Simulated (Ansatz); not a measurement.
Runs of Ansatz 0.2.0 on PbS (Galena). The structure is cubic, space group Fm-3m (No. 225). The conventional cell has a = 5.931 Å, b = 5.931 Å, c = 5.931 Å, α = 90.00°, β = 90.00°, γ = 90.00°. Pb (site symmetry m-3m) has 6 S at 2.97 Å as nearest neighbours. S (site symmetry m-3m) has 6 Pb at 2.97 Å as nearest neighbours. 

```csv
task,level,cell,k mesh,smearing,q mesh,points for each segment of the path,atoms under strain,mesh quality,gap on the mesh (eV),pressure (GPa),relaxed volume (Å³/atom)
Born charges and dielectric tensor,PBE,as given,8 × 8 × 8,fixed,-,-,-,not flagged,0.36,-,-
phonons,PBE,as given,6 × 6 × 6,fixed,2 × 2 × 2,8,-,not flagged,0.36,-,-
phonons,LDA,as given,6 × 6 × 6,fixed,2 × 2 × 2,8,-,not flagged,0.23,-,-
relaxation of cell and atoms,HSE03,relaxed,4 × 4 × 4,fermi-dirac 0.05 eV,-,-,-,coarse,0.75,0.0,(b)
elastic constants,PBE,as given,6 × 6 × 6,fixed,-,-,relaxed,not flagged,0.36,(a),-
band structure,PBE0,as given,4 × 4 × 4,fermi-dirac 0.05 eV,-,4,-,coarse,1.41,1.3,-
relaxation of cell and atoms,PBE0,relaxed,4 × 4 × 4,fermi-dirac 0.05 eV,-,-,-,coarse,1.50,0.0,26.65
band structure,HSE03,as given,4 × 4 × 4,fermi-dirac 0.05 eV,-,4,-,coarse,0.66,1.3,-
elastic constants,LDA,as given,6 × 6 × 6,fixed,-,-,relaxed,not flagged,0.23,-2.6,-
Born charges and dielectric tensor,LDA,as given,8 × 8 × 8,fixed,-,-,-,not flagged,0.23,-,-
```

Alike in all rows: potentials or basis Ansatz PAW; no spin polarisation; cutoff (eV) 420.

Estimate the missing entries.

(a) 2.2; (b) 26.68.

Caveats: some runs use coarse meshes; spin-orbit coupling is left out, which as a rule narrows the gap of such compounds by several tenths of an eV; the PAW data sets come from PBE, with cores solved anew for the run's functional, which leaves a small shift of forces and pressure (some runs); the gap is small at this level, which inflates the dielectric constant (some runs); the plane-wave basis is chosen anew once the cell has moved, so the energies of steps on either side of that aren't comparable (some runs); the thresholds are loose for stress (some runs); some modes are imaginary (some runs).

A k mesh can miss the band edges, and the runs leave out spin-orbit coupling on Pb.
